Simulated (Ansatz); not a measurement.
Reactions of C$_{2}$H$_{5}$F$_{3}$Si, SMILES `C[SiH2]C(F)(F)F`.

Calculated with Ansatz (gas phase, PBE0-D4/def2-TZVP geometries, no zero-point term in ΔE). CCSD(T)/CBS is the MP2 limit (def2-TZVPP, def2-QZVPP) plus CCSD(T) − MP2 in def2-TZVPP, frozen cores. This one scheme is used for every species, atoms too. Functionals use def2-TZVPP. B3LYP here is the variant with VWN-RPA as its local correlation; programs differ in this. No spin–orbit coupling; open shells (•) take unrestricted orbitals. Spin–orbit coupling would lower the free atoms: a little for C, F, Si. Bonds to Ge, Se are less sure, by a few kJ/mol each and by 10 to 20 or more in all where they break to atoms, as the def2 sets lack core-valence functions. Scalar relativity is left out up to krypton. One conformer a species, not always the lowest.

```
                                                                                        reaction  B3LYP-D4 (eV)  ωB97X-V (eV)  CCSD(T)/CBS(def2) (eV)
                      `C[SiH2]C(F)(F)F` + `O[SiH](F)[SeH]` → `C[Se][SiH](O)F` + `FC(F)(F)[SiH3]`           0.55          0.58                    0.58
`C[SiH2]C(F)(F)F` + `[CH3][Ge]([OH])([OH])[OH]` → `C[O][Ge]([CH3])([OH])[OH]` + `FC(F)(F)[SiH3]`           1.03          1.05                    1.11
                                                 `C[SiH2]C(F)(F)F` + H₂ → `FC(F)(F)[SiH3]` + CH₄          -0.23         -0.21                   -0.19
                        `C[SiH2]C(F)(F)F` + `[OH][GeH3]` → `C[SiH2][O][GeH3]` + trifluoromethane          -1.38         -1.35                   -1.41
                      `C[SiH2]C(F)(F)F` + `[NH2][GeH3]` → `C[SiH2][NH][GeH3]` + trifluoromethane          -0.85         -0.83                   -0.90
                                              `C[SiH2]C(F)(F)F` + HCl → `FC(F)(F)[SiH2]Cl` + CH₄          -0.95         -0.93                   -0.93
                                        `C[SiH2]C(F)(F)F` → `[CH2]` (triplet) + `FC(F)(F)[SiH3]`           4.94          5.12                    5.02
                                                    `C[SiH2]C(F)(F)F` → 2 C• + 3 F• + 5 H• + Si•          41.79         42.19                   41.95
                                                   `C[SiH2]C(F)(F)F` + H₂ → `C[SiH2]C(F)F` + H–F          -0.35         -0.29                   -0.45
                                                 `C[SiH2]C(F)(F)F` → trifluoromethane + `C[SiH]`           2.14          2.31                    2.16
```

Largest T1 diagnostic: 0.013, for `FC(F)(F)[SiH3]`.
